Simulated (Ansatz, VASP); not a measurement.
MgO in VASP and in Ansatz

Contents of INCAR:

```
SYSTEM = MgO
  PREC = Accurate
  ENCUT = 520
  EDIFF = 1E-7
  ISMEAR = 0
  SIGMA = 0.05
  LREAL = .False.
  LASPH = .True.
  NELM = 100
  ALGO = Normal
  ISIF = 2
  LWAVE = .False.
  LCHARG = .True.
  GGA = PE
  LELF = .True.
  LVHAR = .True.
  NBANDS = 26
```

Contents of KPOINTS:

```
regular mesh
0
Gamma
  9 9 2
  0 0 0
```

Contents of POSCAR:

```
MgO
1.0
    3.3352000000      0.0000000000      0.0000000000
   -1.6676000000      2.8883679267      0.0000000000
    0.0000000000      0.0000000000     10.2335000000
Mg O
4 4
Direct
    0.3333333333      0.6666666667      0.9694906392
    0.0000000000      0.0000000000      0.2208211786
    0.0000000000      0.0000000000      0.7208211786
    0.6666666667      0.3333333333      0.4694906392
    0.3333333333      0.6666666667      0.7800420079
    0.0000000000      0.0000000000      0.5296443544
    0.0000000000      0.0000000000      0.0296443544
    0.6666666667      0.3333333333      0.2800420079
```

Input for Ansatz:

```yaml
crystal:
  lattice:
    - [3.3352, 0.0, 0.0]
    - [-1.6676, 2.8883679267, 0.0]
    - [0.0, 0.0, 10.2335]
  atoms:
    - { symbol: Mg, position: [0.3333333333, 0.6666666667, 0.9694906392] }
    - { symbol: Mg, position: [0.0, 0.0, 0.2208211786] }
    - { symbol: Mg, position: [0.0, 0.0, 0.7208211786] }
    - { symbol: Mg, position: [0.6666666667, 0.3333333333, 0.4694906392] }
    - { symbol: O, position: [0.3333333333, 0.6666666667, 0.7800420079] }
    - { symbol: O, position: [0.0, 0.0, 0.5296443544] }
    - { symbol: O, position: [0.0, 0.0, 0.0296443544] }
    - { symbol: O, position: [0.6666666667, 0.3333333333, 0.2800420079] }
basis:
  ecutwfc: 520.0
kpoints:
  mp_grid: { grid: [9, 9, 2] }
hamiltonian:
  xc: pbe
  pseudopotentials: { kind: paw, azcp: { folder: soft_1 } }
scf:
  occupations: { method: gaussian, width: 0.05 }
output:
  forces: true
  stress: true
  eigenvalues: true
```

Alike in both runs: task single point; functional PBE; k mesh 9 × 9 × 2; occupations gaussian, width 0.05 eV; no spin polarisation.

```csv
,VASP,Ansatz
version,VASP 6.6.1,Ansatz 0.2.0
potentials or method,"VASP PAW PBE potentials, release 64 (Mg, O)","scalar-relativistic, plane waves, PAW"
plane-wave cutoff (eV),520,520
valence electrons in the cell,32,64
```

Ansatz gave:

| Item | Value |
| --- | --- |
| gap on the k mesh at the Fermi level (eV) | 3.34 |
| least direct gap on the mesh (eV) | 3.34 |
| pressure (GPa) | -0.5 |
| largest component of the traceless stress (GPa) | 6.36 |
| rms of the force components (eV/Å) | 0.235 |

Question: Estimate VASP's values.

Answer: gap on the k mesh at the Fermi level (eV): 3.32; least direct gap on the mesh (eV): 3.32; pressure (GPa): -0.9; largest component of the traceless stress (GPa): 6.46; rms of the force components (eV/Å): 0.238.

Atom by atom the forces differ by 0.002 eV/Å (rms over components). The functional is the same, so the differences come from potentials, cutoffs and numerics. The two sets of potentials don't hold the same shells in valence.
